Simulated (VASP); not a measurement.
A run of VASP 6.6.1 is set up as follows.

Contents of POSCAR:

```
C
1.0
    0.0000000000      1.7833700000      1.7833700000
    1.7833700000      0.0000000000      1.7833700000
    1.7833700000      1.7833700000      0.0000000000
C
2
Direct
    0.7500000000      0.7500000000      0.7500000000
    0.5000000000      0.5000000000      0.5000000000
```

Contents of INCAR.step1:

```
SYSTEM = C
ALGO = Normal ; EDIFF = 1E-6
ENCUT = 520 ; GGA = RE
ISIF = 2 ; ISMEAR = -1
LASPH = .True. ; LCHARG = .True.
LREAL = .False. ; LWAVE = .False.
NELM = 100 ; PREC = Accurate
SIGMA = 0.05
```

File KPOINTS.step1:

```
k-points
0
Gamma
  13 13 13
  0 0 0
```

File INCAR.step2:

```
SYSTEM = C
ALGO = Normal ; EDIFF = 1E-6
ENCUT = 520 ; GGA = RE
ICHARG = 11 ; ISIF = 2
ISMEAR = 0 ; LASPH = .True.
LCHARG = .False. ; LREAL = .False.
LWAVE = .False. ; NELM = 100
PREC = Accurate ; SIGMA = 0.05
```

Contents of KPOINTS.step2:

```
path GXWKGLUWLK,UX
20
line-mode
reciprocal
 0.0000000000  0.0000000000  0.0000000000  G
 0.5000000000  0.0000000000  0.5000000000  X

 0.5000000000  0.0000000000  0.5000000000  X
 0.5000000000  0.2500000000  0.7500000000  W

 0.5000000000  0.2500000000  0.7500000000  W
 0.3750000000  0.3750000000  0.7500000000  K

 0.3750000000  0.3750000000  0.7500000000  K
 0.0000000000  0.0000000000  0.0000000000  G

 0.0000000000  0.0000000000  0.0000000000  G
 0.5000000000  0.5000000000  0.5000000000  L

 0.5000000000  0.5000000000  0.5000000000  L
 0.6250000000  0.2500000000  0.6250000000  U

 0.6250000000  0.2500000000  0.6250000000  U
 0.5000000000  0.2500000000  0.7500000000  W

 0.5000000000  0.2500000000  0.7500000000  W
 0.5000000000  0.5000000000  0.5000000000  L

 0.5000000000  0.5000000000  0.5000000000  L
 0.3750000000  0.3750000000  0.7500000000  K

 0.6250000000  0.2500000000  0.6250000000  U
 0.5000000000  0.0000000000  0.5000000000  X
```

Potentials or basis: VASP PAW PBE potentials, release 64 (C).

Launch:

```console
$ cat potpaw_PBE.64/C/POTCAR > POTCAR
$ cp INCAR.step1 INCAR
$ cp KPOINTS.step1 KPOINTS
$ mpirun -np 1 vasp_std > vasp.out
$ cp INCAR.step2 INCAR
$ cp KPOINTS.step2 KPOINTS
$ mpirun -np 1 vasp_std > vasp.out
```

Q: What does it give for the band gap along the path?

A: 4.12 eV, indirect (least direct gap 5.59 eV).

Q: Predict the band gap on the k mesh.

A: 4.13 eV, indirect (least direct gap 5.59 eV).

Levels at the corners of the path, in eV from the valence-band top:
| point | band 1 | band 2 | band 3 | band 4 | band 5 | band 6 | band 7 | band 8 |
| --- | --- | --- | --- | --- | --- | --- | --- | --- |
| Γ | -21.54 | 0.00 | 0.00 | 0.00 | 5.59 | 5.59 | 5.59 | 13.29 |
| X | -12.82 | -12.82 | -6.31 | -6.31 | 4.75 | 4.75 | 16.88 | 16.88 |
| X | -12.82 | -12.82 | -6.31 | -6.31 | 4.75 | 4.75 | 16.88 | 16.88 |
| W | -12.04 | -12.04 | -8.33 | -8.33 | 10.66 | 10.66 | 12.32 | 12.32 |
| W | -12.04 | -12.04 | -8.33 | -8.33 | 10.66 | 10.66 | 12.32 | 12.32 |
| K | -13.04 | -11.78 | -9.32 | -5.38 | 5.67 | 10.76 | 14.41 | 15.67 |
| K | -13.04 | -11.78 | -9.32 | -5.38 | 5.67 | 10.76 | 14.41 | 15.67 |
| Γ | -21.54 | 0.00 | 0.00 | 0.00 | 5.59 | 5.59 | 5.59 | 13.29 |
| Γ | -21.54 | 0.00 | 0.00 | 0.00 | 5.59 | 5.59 | 5.59 | 13.29 |
| L | -15.78 | -13.40 | -2.81 | -2.81 | 8.47 | 8.47 | 8.80 | 15.78 |
| L | -15.78 | -13.40 | -2.81 | -2.81 | 8.47 | 8.47 | 8.80 | 15.78 |
| U | -13.04 | -11.78 | -9.32 | -5.38 | 5.67 | 10.76 | 14.41 | 15.67 |
| U | -13.04 | -11.78 | -9.32 | -5.38 | 5.67 | 10.76 | 14.41 | 15.67 |
| W | -12.04 | -12.04 | -8.33 | -8.33 | 10.66 | 10.66 | 12.32 | 12.32 |
| W | -12.04 | -12.04 | -8.33 | -8.33 | 10.66 | 10.66 | 12.32 | 12.32 |
| L | -15.78 | -13.40 | -2.81 | -2.81 | 8.47 | 8.47 | 8.80 | 15.78 |
| L | -15.78 | -13.40 | -2.81 | -2.81 | 8.47 | 8.47 | 8.80 | 15.78 |
| K | -13.04 | -11.78 | -9.32 | -5.38 | 5.67 | 10.76 | 14.41 | 15.67 |
| U | -13.04 | -11.78 | -9.32 | -5.38 | 5.67 | 10.76 | 14.41 | 15.67 |
| X | -12.82 | -12.82 | -6.31 | -6.31 | 4.75 | 4.75 | 16.88 | 16.88 |

Caveat: the log is that of the step along the path at fixed density, whose energy, stress, charges and moments have no meaning.
